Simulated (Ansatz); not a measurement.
Take LiI in the rock salt structure (space group Fm-3m, No. 225) as the base.

```
CELL_PARAMETERS angstrom
      0.00000     2.95164     2.95164
      2.95164     0.00000     2.95164
      2.95164     2.95164     0.00000
ATOMIC_POSITIONS crystal
  I  0.00000 0.00000 0.00000
  Li 0.50000 0.50000 0.50000
```

Cartesian axes are those of the cell as printed.

The values are results of plane-wave PAW DFT at the PBEsol level (Ansatz, a quantum-chemistry and plane-wave program, 420 eV), spin-orbit coupling left out, not measurements.

Base values:

- Smallest direct gap = 4.35 eV

Modification: a free-standing slab of 5 layers (10 atoms, 2 a layer) is cut normal to the z axis, with 15 Å of vacuum and the in-plane cell held at bulk.

**Question.** How does this affect the gap character?

**Answer.** The gap character amounts to indirect, k = (0, 1/4, 0) in the run's primitive reciprocal basis → Γ.

**Question.** What does the calculation give for the smallest direct gap after the change?

**Answer.** The smallest direct gap decreases by 0.05 eV (4.35 eV → 4.30 eV).

**Question.** Estimate the effect on the change of the spacing d12 from its bulk value of 2.952 Å.

**Answer.** The change of the spacing d12 from its bulk value of 2.952 Å comes out as -3.0 %.

With I present, leaving out spin-orbit coupling can change the band edges. Stability against distortions was not tested. k-point labels follow each cell's own Brillouin zone.
